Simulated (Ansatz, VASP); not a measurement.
**Two plane-wave programs on Cu**

```xyz
1
Lattice="-1.4346 1.4346 1.4346 1.4346 -1.4346 1.4346 1.4346 1.4346 -1.4346" Properties=species:S:1:pos:R:3 pbc="T T T"
Cu    0.0000    0.0000    0.0000
```

The cell was built by a generator and needn't be a form met in nature.

Alike in both runs: task relaxation of cell and atoms; functional LDA; k mesh 15 × 15 × 15; occupations fermi-dirac, width 0.1 eV; no spin polarisation.

|  | VASP | Ansatz |
| --- | --- | --- |
| version | VASP 6.6.1 | Ansatz 0.2.0 |
| potentials or method | VASP PAW LDA potentials, release 64 (Cu) | plane waves (420 eV) with PAW, scalar-relativistic |
| plane-wave cutoff (eV) | 600 | 420 |
| valence electrons in the cell | 11 | 19 |

VASP gave:

* relaxed volume (Å³/atom): 10.98
* relaxed cell length with the largest relative difference (Å): 2.425
* energy change over the relaxation (meV/atom): -31

Task: Which values does Ansatz return?

Result: Relaxed volume (Å³/atom): 10.93; relaxed cell length with the largest relative difference (Å): 2.421; energy change over the relaxation (meV/atom): -36.

The two sets of potentials don't hold the same shells in valence. Ansatz warned: «pseudo_functional_mismatch».
